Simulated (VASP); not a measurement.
Li, 1 atom in the cell. It takes space group Im-3m (No. 229, cubic). The conventional cell has a = 3.509 Å, b = 3.509 Å, c = 3.509 Å, α = 90.00°, β = 90.00°, γ = 90.00°. Li (site symmetry m-3m) is surrounded by 8 Li at 3.04 Å. 

* Program: VASP 6.6.1
* Task: single point
* Functional: PBE
* Potentials or basis: VASP PAW PBE potentials, release 64 (Li_sv)
* Cutoff: 520 eV
* k mesh: 8 × 8 × 8
* Occupations: gaussian, width 0.1 eV
* Spin: no spin polarisation
* Dipole correction: no
* Further INCAR settings: ALGO = Normal; EDIFF = 1e-06; NBANDS = 8

Potentials or basis: VASP PAW PBE potentials, release 64 (Li_sv).

Command:

```sh
$ cat potpaw_PBE.64/Li_sv/POTCAR > POTCAR
$ mpirun -np 1 vasp_std > vasp.out
```

Hardware: 1 thread of AMD EPYC 7R43 64-Core Processor (Zen 3), with other jobs on the host.

Estimate the wall time of this run.

Run time: 9.2 s on 1 thread of AMD EPYC 7R43 64-Core Processor (Zen 3) (shared host), peak memory 0.09 GiB. Counts: scf iterations 11, k points 29.
